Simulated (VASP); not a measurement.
# Ni (P6_3/mmc) in VASP: notebook

One crystal, Ni, is run at these levels: revPBE; tasks: single point.

All numbers are computed with VASP 6.6.1; they aren't measurements. Logs are shortened: lines on timing, memory, paths and dates and some standing lists are left out, and cuts for length are marked.

### 1 The structure

Symmetry: P6_3/mmc, No. 194, hexagonal system. Conventional cell: a = 2.501 Å, b = 2.501 Å, c = 8.195 Å, α = 90.00°, β = 90.00°, γ = 120.00°. Ni (site symmetry -3m) is surrounded by 12 Ni at 2.50 to 2.51 Å. Ni (site symmetry -6m2) has 12 Ni at 2.50 to 2.51 Å as nearest neighbours.

This isn't the form of Ni at room conditions, which is fcc.

### 2 Single point, revPBE

INCAR reads:

```
SYSTEM = Ni
PREC = Accurate
ENCUT = 520
EDIFF = 1E-7
ISMEAR = -1
SIGMA = 0.1
LREAL = .False.
LASPH = .True.
NELM = 80
ALGO = Fast
ISIF = 2
LWAVE = .False.
LCHARG = .False.
GGA = RE
NBANDS = 28
```

KPOINTS reads:

```
Automatic mesh
0
Gamma
  19 19 5
  0 0 0
```

POSCAR reads:

```
Ni
1.0
    2.5010789722      0.0000000000      0.0000000000
   -1.2505394861      2.1659979268      0.0000000000
    0.0000000000      0.0000000000      8.1945720621
Ni
4
Direct
    0.0000000000      0.0000000000      0.0000000000
    0.0000000000      0.0000000000      0.5000000000
    0.3333333333      0.6666666667      0.2500000000
    0.6666666667      0.3333333333      0.7500000000
```

Potentials or basis: VASP PAW PBE potentials, release 64 (Ni).

Launch:

```console
cat potpaw_PBE.64/Ni/POTCAR > POTCAR
mpirun -np 1 vasp_std > vasp.out
```

OUTCAR:

```text
SYSTEM = Ni
   PREC = Accurate
   ENCUT = 520
   EDIFF = 1E-7
   ISMEAR = -1
   LREAL = .False.
   LASPH = .True.
   NELM = 80
   ISIF = 2
   GGA = RE

 ion  position               nearest neighbor table
   1  0.000  0.000  0.000-   3 2.51   4 2.51   4 2.51   3 2.51   4 2.51   3 2.51
   2  0.000  0.000  0.500-   3 2.51   4 2.51   4 2.51   3 2.51   4 2.51   3 2.51
   3  0.333  0.667  0.250-   1 2.51   2 2.51   1 2.51   2 2.51   1 2.51   2 2.51
   4  0.667  0.333  0.750-   1 2.51   2 2.51   1 2.51   2 2.51   1 2.51   2 2.51

  LATTYP: Found a hexagonal cell.
 ALAT       =     2.5010789722
 C/A-ratio  =     3.2764147607

  Lattice vectors:

 A1 = (   2.5010789722,   0.0000000000,   0.0000000000)
 A2 = (  -1.2505394861,   2.1659979268,   0.0000000000)
 A3 = (   0.0000000000,   0.0000000000,   8.1945720621)

Analysis of symmetry for initial positions (statically):
=====================================================================
 Subroutine PRICEL returns:
 Original cell was already a primitive cell.

 Routine SETGRP: Setting up the symmetry group for a
 hexagonal supercell.

 Subroutine GETGRP returns: Found 24 space group operations
 (whereof 12 operations were pure point group operations)
 out of a pool of 24 trial point group operations.

The static configuration has the point symmetry D_3d.
 The point group associated with its full space group is D_6h.

Analysis of symmetry for dynamics (positions and initial velocities):
=====================================================================
 Subroutine PRICEL returns:
 Original cell was already a primitive cell.

 Routine SETGRP: Setting up the symmetry group for a
 hexagonal supercell.

 Subroutine GETGRP returns: Found 24 space group operations
 (whereof 12 operations were pure point group operations)
 out of a pool of 24 trial point group operations.

The dynamic configuration has the point symmetry D_3d.
 The point group associated with its full space group is D_6h.

 Subroutine INISYM returns: Found 24 space group operations
 (whereof 12 operations are pure point group operations),
 and found     1 'primitive' translations

----------------------------------------------------------------------------------------

                                     Primitive cell

  volume of cell :      44.3927

  direct lattice vectors                    reciprocal lattice vectors
     2.501078972  0.000000000  0.000000000     0.399827439  0.230840479  0.000000000
    -1.250539486  2.165997927  0.000000000     0.000000000  0.461680959  0.000000000
     0.000000000  0.000000000  8.194572062     0.000000000  0.000000000  0.122031998

  length of vectors
     2.501078972  2.501078972  8.194572062     0.461680959  0.461680959  0.122031998

  position of ions in fractional coordinates (direct lattice)
     0.000000000  0.000000000  0.000000000
     0.000000000  0.000000000  0.500000000
     0.333333333  0.666666667  0.250000000
     0.666666667  0.333333333  0.750000000

  ion indices of the primitive-cell ions
   primitive index   ion index
                 1           1
                 2           2
                 3           3
                 4           4

----------------------------------------------------------------------------------------

 KPOINTS: Automatic mesh

Automatic generation of k-mesh.
 Grid dimensions read from file:
 generate k-points for:   19   19    5

 Generating k-lattice:

  Cartesian coordinates                     Fractional coordinates (reciprocal lattice)
     0.021043549  0.012149499  0.000000000     0.052631579 -0.000000000  0.000000000
     0.000000000  0.024298998  0.000000000     0.000000000  0.052631579  0.000000000
     0.000000000  0.000000000  0.024406400     0.000000000  0.000000000  0.200000000

  Length of vectors
     0.024298998  0.024298998  0.024406400

  Shift w.r.t. Gamma in fractional coordinates (k-lattice)
     0.000000000  0.000000000  0.000000000

 Subroutine IBZKPT returns following result:
 ===========================================

 Found    120 irreducible k-points:

 Following reciprocal coordinates:
            Coordinates               Weight
  0.000000  0.000000  0.000000      1.000000
  0.052632  0.000000  0.000000      6.000000
  0.105263  0.000000  0.000000      6.000000
  0.157895  0.000000  0.000000      6.000000
  0.210526  0.000000  0.000000      6.000000
  0.263158  0.000000  0.000000      6.000000
[... 16 lines left out ...]
  0.263158  0.105263  0.000000     12.000000
  0.315789  0.105263  0.000000     12.000000
 [... further k-points ...]
   k-points           NKPTS =    120   k-points in BZ     NKDIM =    120   number of bands    NBANDS=     28
   number of dos      NEDOS =    301   number of ions     NIONS =      4
   total plane-waves  NPLWV =  25600
   dimension x,y,z NGX =    20 NGY =   20 NGZ =   64
   dimension x,y,z NGXF=    40 NGYF=   40 NGZF=  128
   ions per type =               4
   NGX,Y,Z   is equivalent  to a cutoff of  13.29, 13.29, 12.98 a.u.
   NGXF,Y,Z  is equivalent  to a cutoff of  26.59, 26.59, 25.97 a.u.
 SYSTEM =  Ni
   PREC   = accura    normal or accurate (medium, high low for compatibility)
   ISTART =      0    job   : 0-new  1-cont  2-samecut
   ICHARG =      2    charge: 1-file 2-atom 10-const
   ISPIN  =      1    spin polarized calculation?
   LNONCOLLINEAR =      F non collinear calculations
   LSORBIT =      F    spin-orbit coupling
   LASPH  =      T    aspherical Exc in radial PAW
   ENCUT  =  520.0 eV  38.22 Ry    6.18 a.u.   4.65  4.65 15.24*2*pi/ulx,y,z
   NELM   =     80;   NELMIN=  2; NELMDL= -5     # of ELM steps
   EDIFF  = 0.1E-06   stopping-criterion for ELM
   LREAL  =      F    real-space projection
   EDIFFG = 0.1E-05   stopping-criterion for IOM
   NSW    =      0    number of steps for IOM
   IBRION =     -1    ionic relax: 0-MD 1-quasi-New 2-CG
   NFREE  =      0    steps in history (QN), initial steepest desc. (CG)
   ISIF   =      2    stress and relaxation
   ISYM   =      2    0-nonsym 1-usesym 2-fastsym
   POTIM  = 0.5000    time-step for ionic-motion
   TEBEG  =    0.0;   TEEND  =   0.0 temperature during run
   PSTRESS=    0.0 pullay stress
   NELECT =      40.0000    total number of electrons
   NUPDOWN=      -1.0000    fix difference up-down
   EMIN   =  10.00;   EMAX   =-10.00  energy-range for DOS
   EFERMI =   0.00;   METHOD = LEGACY
   ISMEAR =    -1;   SIGMA  =   0.10  broadening in eV -4-tet -1-fermi 0-gaus
   EFERMI_NEDOS =   21; number of points for ismear=-14 and -15
   IALGO  =     68    algorithm
   IMIX   =      4    mixing-type and parameters
     AMIX     =   0.40;   BMIX     =  1.00
     AMIX_MAG =   1.60;   BMIX_MAG =  1.00
  volume/ion in A,a.u.               =      11.10        74.89
  Fermi-wavevector in a.u.,A,eV,Ry     =   1.581215  2.988063 34.017842  2.500241
  Thomas-Fermi vector in A             =   2.681324
   LORBIT       =      0    0 simple, 1 ext, 2 COOP (PROOUT), +10 PAW based schemes
   GGA     = RE    functional components
   LHFCALC =     F    Hartree Fock is set to
   AEXX    =    0.0000 exact exchange contribution
   IVDW    =     0    specifies the selected vdW correction
   LEPSILON=     F    determine dielectric tensor
   LRPA    =     F    only Hartree local field effects (RPA)
 non-spin polarized calculation
 RMM-DIIS sequential band-by-band and
  energy-cutoff  :      520.00
  volume of cell :       44.39
 maximum number of plane-waves:      1218
 NGX is ok and might be reduce to    20
   NGX =  9   NGY =  9   NGZ = 31

 number of electron      40.0000023 magnetization

 Free energy of the ion-electron system (eV)
  ---------------------------------------------------
  ext. energy  EPLUGINS =         0.00000000
  ---------------------------------------------------
  free energy    TOTEN  =       -20.17567530 eV

  energy without entropy =      -19.80814829  energy(sigma->0) =      -19.99191179

 E-fermi :   9.0484     XC(G=0): -13.0458

 val. band max:        9.0468009172   @ k =   0.2632   0.1053   0.4000
 cond. band min:       9.0484823849   @ k =   0.3158   0.2632   0.4000
 fundamental gap:      0.0016814676
 Fermi energy:         9.0483984229

 k-point     1 :       0.0000    0.0000    0.0000
  band No.  band energies     occupation
      1       0.3195      2.00000
      2       2.5293      2.00000
      3       2.5294      2.00000
      4       4.7163      2.00000
      5       6.8573      2.00000
      6       6.8844      2.00000
[... 20 lines left out ...]
     27      23.4253      0.00000
     28      31.3254      0.00000

 k-point     2 :       0.0526    0.0000    0.0000
  band No.  band energies     occupation
      1       0.4148      2.00000
      2       2.6136      2.00000
      3       2.6137      2.00000
      4       4.7780      2.00000
      5       6.8062      2.00000
      6       6.8589      2.00000
[... 20 lines left out ...]
     27      23.4957      0.00000
     28      30.5111      0.00000

 k-point     3 :       0.1053    0.0000    0.0000
  band No.  band energies     occupation
      1       0.6980      2.00000
      2       2.8603      2.00000
      3       2.8605      2.00000
      4       4.9537      2.00000
      5       6.6847      2.00000
      6       6.7916      2.00000
[... 20 lines left out ...]
     27      23.7039      0.00000
     28      28.1792      0.00000

 k-point     4 :       0.1579    0.0000    0.0000
  band No.  band energies     occupation
      1       1.1594      2.00000
      2       3.2476      2.00000
      3       3.2480      2.00000
      4       5.2113      2.00000
      5       6.5421      2.00000
      6       6.6907      2.00000
[... 578 lines left out ...]
     27      23.0942      0.00000
     28      23.1779      0.00000

 k-point    23 :       0.2632    0.1053    0.0000
  band No.  band energies     occupation
      1       3.5737      2.00000
      2       4.7694      2.00000
      3       4.7830      2.00000
      4       5.7816      2.00000
      5       6.0183      2.00000
      6       6.3078      2.00000
[... 20 lines left out ...]
     27      21.0392      0.00000
     28      21.1402      0.00000

 k-point    24 :       0.3158    0.1053    0.0000
  band No.  band energies     occupation
      1       4.3156      2.00000
      2       4.9535      2.00000
      3       5.0139      2.00000
      4       5.6838      2.00000
      5       5.9702      2.00000
      6       6.1566      2.00000
[... 20 lines left out ...]
     27      19.2257      0.00000
     28      19.4478      0.00000

 [... further k-points ...]
[... 5 lines left out ...]
  --------------------------------------------------------------------------------------
  -------------------------------------------------------------------------------------
  Total        0.0573400      0.0573400      0.0430984      0.0000000      0.0000000     -0.0000000
  in kB        2.0694578      2.0694578      1.5554634      0.0000000      0.0000000     -0.0000000
  external PRESSURE =       1.8981264 kB  Pullay stress =       0.0000000 kB

 VOLUME and BASIS-vectors are now :
 -----------------------------------------------------------------------------
  energy-cutoff  :      520.00
  volume of cell :       44.39
      direct lattice vectors                 reciprocal lattice vectors
     2.501078972  0.000000000  0.000000000     0.399827439  0.230840479  0.000000000
    -1.250539486  2.165997927  0.000000000     0.000000000  0.461680959  0.000000000
     0.000000000  0.000000000  8.194572062     0.000000000  0.000000000  0.122031998

 POSITION                                       TOTAL-FORCE (eV/Angst)
 -----------------------------------------------------------------------------------
      0.00000      0.00000      0.00000        -0.000000      0.000000      0.000000
      0.00000      0.00000      4.09729        -0.000000      0.000000      0.000000
     -0.00000      1.44400      2.04864        -0.000000     -0.000000      0.000000
      1.25054      0.72200      6.14593         0.000000      0.000000      0.000000
 -----------------------------------------------------------------------------------
    total drift:                                0.000000     -0.000000      0.000000

  FREE ENERGIE OF THE ION-ELECTRON SYSTEM (eV)
  ---------------------------------------------------
  free  energy   TOTEN  =       -20.1756753041 eV

  energy  without entropy=      -19.8081482854  energy(sigma->0) =      -19.99191179
```

Run time: 2.6 min. Hardware: 1 thread of Intel Xeon Platinum 8488C (Sapphire Rapids), shared host; peak memory 0.23 GiB.

What came out:

```
Free energy            : -20.1757 eV
Pressure               : 0.2 GPa
Band gap on the k mesh : none (metal or under the smearing width)
```

Caveat: the PAW data sets were made with another functional, which shifts forces and pressure a little; the run has no spin polarisation, though such a crystal can be magnetic.

### 3 Single point, revPBE

This run uses another cell than the first one, of 10.21 Å³/atom, 0.920 times its volume.

INCAR reads:

```
PREC     = Accurate       # precision mode
ENCUT    = 520            # plane-wave cutoff, eV
EDIFF    = 1E-6           # SCF threshold, eV
ISMEAR   = -1             # smearing method
SIGMA    = 0.1            # smearing width, eV
LREAL    = F              # projectors in reciprocal space
LASPH    = T              # aspherical terms in the spheres
NELM     = 100            # most SCF steps
ALGO     = Fast           # electronic algorithm
ISIF     = 2              # what is computed and relaxed
LWAVE    = F              # write WAVECAR
LCHARG   = F              # write CHGCAR
GGA      = RE             # functional
NBANDS   = 28             # bands
```

KPOINTS reads:

```
Automatic mesh
0
Gamma
  16 16 5
```

POSCAR reads:

```
Ni
1.0
    2.4325214619      0.0000000000      0.0000000000
   -1.2162607309      2.1066253812      0.0000000000
    0.0000000000      0.0000000000      7.9699492232
Ni
4
Direct
    0.0000000000      0.0000000000      0.0000000000
    0.0000000000      0.0000000000      0.5000000000
    0.3333333333      0.6666666667      0.2500000000
    0.6666666667      0.3333333333      0.7500000000
```

Potentials or basis: VASP PAW PBE potentials, release 64 (Ni).

Launch:

```console
cat potpaw_PBE.64/Ni/POTCAR > POTCAR
mpirun -np 1 vasp_std > vasp.out
```

Wall time 1.8 min (1 thread of Intel Xeon Platinum 8488C (Sapphire Rapids), shared host); peak memory 0.2 GiB.

Results (log left out):

| Property | Result |
| --- | --- |
| Free energy | -19.9797 eV |
| Pressure | 18.9 GPa |
| Band gap on the k mesh | none (metal or under the smearing width) |

Stress tensor (GPa, compression positive):
```
18.93  0.00  0.00
 0.00 18.93  0.00
 0.00  0.00 18.84
```

Levels at points of the mesh, in eV from the Fermi level:
```
           k point  band 17  band 18  band 19  band 20  band 21  band 22  band 23  band 24
(0.00, 0.00, 0.00)    -1.07    -0.74    -0.74    -0.49    -0.49    -0.33    -0.10    -0.10
(0.50, 0.00, 0.00)     0.02     0.10     0.10     0.12     0.34     1.45     2.77     3.35
```

Caveat: so large a pressure means that the cell lies far from this level's equilibrium, or that cutoff or potentials fall short; the potentials were made for another functional, which shifts forces and pressure; the run has no spin polarisation, though such a crystal can be magnetic.

### 4 Single point, revPBE

This run uses another cell than the first one, of 11.99 Å³/atom, 1.080 times its volume.

INCAR reads:

```
  PREC = Accurate
  ENCUT = 520
  EDIFF = 1E-6
  ISMEAR = -1
  SIGMA = 0.1
  LREAL = F
  LASPH = T
  NELM = 60
  ALGO = Normal
  ISIF = 2
  LWAVE = F
  LCHARG = F
  GGA = RE
  NBANDS = 28
```

KPOINTS is that of step 3.

POSCAR reads:

```
Ni
1.0
    2.5660709299      0.0000000000      0.0000000000
   -1.2830354650      2.2222826132      0.0000000000
    0.0000000000      0.0000000000      8.4075126717
Ni
4
Direct
    0.0000000000      0.0000000000      0.0000000000
    0.0000000000      0.0000000000      0.5000000000
    0.3333333333      0.6666666667      0.2500000000
    0.6666666667      0.3333333333      0.7500000000
```

Potentials or basis: VASP PAW PBE potentials, release 64 (Ni).

Launch:

```console
cat potpaw_PBE.64/Ni/POTCAR > POTCAR
mpirun -np 1 vasp_std > vasp.out
```

OUTCAR:

```text
PREC = Accurate
   ENCUT = 520
   EDIFF = 1E-6
   ISMEAR = -1
   LREAL = F
   LASPH = T
   NELM = 60
   ISIF = 2
   GGA = RE

 ion  position               nearest neighbor table
   1  0.000  0.000  0.000-   3 2.57   4 2.57   4 2.57   3 2.57   4 2.57   3 2.57
   2  0.000  0.000  0.500-   3 2.57   4 2.57   4 2.57   3 2.57   4 2.57   3 2.57
   3  0.333  0.667  0.250-   1 2.57   2 2.57   1 2.57   2 2.57   1 2.57   2 2.57
   4  0.667  0.333  0.750-   1 2.57   2 2.57   1 2.57   2 2.57   1 2.57   2 2.57

  LATTYP: Found a hexagonal cell.
 ALAT       =     2.5660709299
 C/A-ratio  =     3.2764147607
[... 938 lines left out ...]

 [... further k-points ...]
[... 5 lines left out ...]
  --------------------------------------------------------------------------------------
  -------------------------------------------------------------------------------------
  Total       -3.4055267     -3.4055267     -3.4292907      0.0000000      0.0000000      0.0000000
  in kB     -113.8044911   -113.8044911   -114.5986245      0.0000000      0.0000000      0.0000000
  external PRESSURE =    -114.0692023 kB  Pullay stress =       0.0000000 kB

 VOLUME and BASIS-vectors are now :
 -----------------------------------------------------------------------------
  energy-cutoff  :      520.00
  volume of cell :       47.94
      direct lattice vectors                 reciprocal lattice vectors
     2.566070930  0.000000000  0.000000000     0.389700841  0.224993886  0.000000000
    -1.283035465  2.222282613  0.000000000     0.000000000  0.449987771  0.000000000
     0.000000000  0.000000000  8.407512672     0.000000000  0.000000000  0.118941242

 POSITION                                       TOTAL-FORCE (eV/Angst)
 -----------------------------------------------------------------------------------
      0.00000      0.00000      0.00000         0.000000      0.000000     -0.000000
      0.00000      0.00000      4.20376         0.000000      0.000000     -0.000000
     -0.00000      1.48152      2.10188        -0.000000      0.000000     -0.000000
      1.28304      0.74076      6.30563         0.000000     -0.000000      0.000000
 -----------------------------------------------------------------------------------
    total drift:                                0.000000     -0.000000      0.000000

  FREE ENERGIE OF THE ION-ELECTRON SYSTEM (eV)
  ---------------------------------------------------
  free  energy   TOTEN  =       -20.0399909810 eV

  energy  without entropy=      -19.6502956237  energy(sigma->0) =      -19.84514330
```

Wall time 2 min (1 thread of Intel Xeon Platinum 8488C (Sapphire Rapids), shared host); peak memory 0.22 GiB.

Results:

```
Free energy            : -20.0400 eV
Pressure               : -11.4 GPa
Band gap on the k mesh : none (metal or under the smearing width)
```

Caveat: the PAW data sets were made with another functional, which shifts forces and pressure a little; the run has no spin polarisation, though such a crystal can be magnetic. Spin polarisation is off, so any magnetic state and its effect on volume and gap are missing.

### 5 Summary

| cell | k mesh | gap on the mesh (eV) | pressure (GPa) |
| --- | --- | --- | --- |
| P6_3/mmc, 11.1 Å³/atom | 19 × 19 × 5 | none | 0.2 |
| P6_3/mmc, 10.21 Å³/atom | 16 × 16 × 5 | none | 18.9 |
| P6_3/mmc, 11.99 Å³/atom | 16 × 16 × 5 | none | -11.4 |

Alike in all rows: task single point; level revPBE; potentials or basis VASP PAW PBE potentials, release 64 (Ni); no spin polarisation; cutoff (eV) 520; smearing fermi-dirac 0.1 eV.

Every run on the cell as given and a fine mesh finds a metal.

Caveats: the run has no spin polarisation, though such a crystal can be magnetic; the PAW data sets were made with another functional, which shifts forces and pressure a little (some runs); so large a pressure means that the cell lies far from this level's equilibrium, or that cutoff or potentials fall short (some runs); the potentials were made for another functional, which shifts forces and pressure (some runs).

Total energies depend on the potentials used, so only differences within one code and one set of settings carry meaning.
